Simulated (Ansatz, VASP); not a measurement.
SiC in VASP and in Ansatz

```
Si C
1.0
     3.07536    0.00000    0.00000
    -1.53768    2.66334    0.00000
     0.00000    0.00000    4.94715
Si C
2 2
Cartesian
  0.0000 1.7756 -0.0075
  1.5377 0.8878 2.4661
  0.0000 1.7756 1.8626
  1.5377 0.8878 4.3362
```

Change from the starting cell: uniaxial_z strain -2.0%.

Alike in both runs: task single point; functional PBE; k mesh 12 × 12 × 6; occupations fermi-dirac, width 0.02 eV; no spin polarisation.

|  | VASP | Ansatz |
| --- | --- | --- |
| version | VASP 6.6.1 | Ansatz 0.2.0 |
| potentials or method | VASP PAW PBE potentials, release 64 (Si, C) | plane waves, PAW |
| plane-wave cutoff (eV) | 520 | 420 |
| valence electrons in the cell | 16 | 16 |

|  | VASP | Ansatz | Ansatz less VASP |
| --- | --- | --- | --- |
| gap on the k mesh at the Fermi level (eV) | 2.31 | 2.32 | +0.003 |
| pressure (GPa) | 8.2 | 8.2 | +0.06 |
| largest component of the traceless stress (GPa) | 6.79 | 6.74 | -0.048 |
| rms of the force components (eV/Å) | 0.014 | 0.014 | +0.0003 |

Atom by atom the forces differ by 0.000 eV/Å (rms over components). The functional is the same, so the differences come from potentials, cutoffs and numerics.

A k mesh can miss the band edges.
